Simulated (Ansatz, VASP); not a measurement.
InP in VASP and in Ansatz

```xyz
2
Lattice="0.0000 2.9305 2.9305 2.9305 0.0000 2.9305 2.9305 2.9305 0.0000" Properties=species:S:1:pos:R:3 pbc="T T T"
In    0.0000    0.0000    0.0000
P     1.4652    1.4652    1.4652
```

Alike in both runs: task relaxation of cell and atoms; functional r2SCAN; k mesh 8 × 8 × 8; no spin polarisation.

|  | VASP | Ansatz |
| --- | --- | --- |
| version | VASP 6.6.1 | Ansatz 0.2.0 |
| potentials or method | VASP PAW PBE potentials, release 64 (In_d, P) | scalar-relativistic, plane waves, PAW |
| plane-wave cutoff (eV) | 600 | 500 |
| occupations | gaussian, width 0.01 eV | fixed |
| valence electrons in the cell | 18 | 18 |

|  | VASP | Ansatz | Ansatz less VASP |
| --- | --- | --- | --- |
| gap on the k mesh at the Fermi level, each at its own relaxed structure (eV) | 1.04 | 1.03 | -0.012 |
| relaxed volume (Å³/atom) | 25.73 | 25.77 | +0.035 |
| relaxed cell length with the largest relative difference (Å) | 4.175 | 4.177 | +0.0019 |
| energy change over the relaxation (meV/atom) | -3 | -3 | -0.3 |

Caveats: the PAW data sets were made with another functional, which shifts forces and pressure a little (VASP); spin-orbit coupling is left out, which moves the levels of the heavy elements. Zero-point motion and thermal expansion aren't in these numbers.
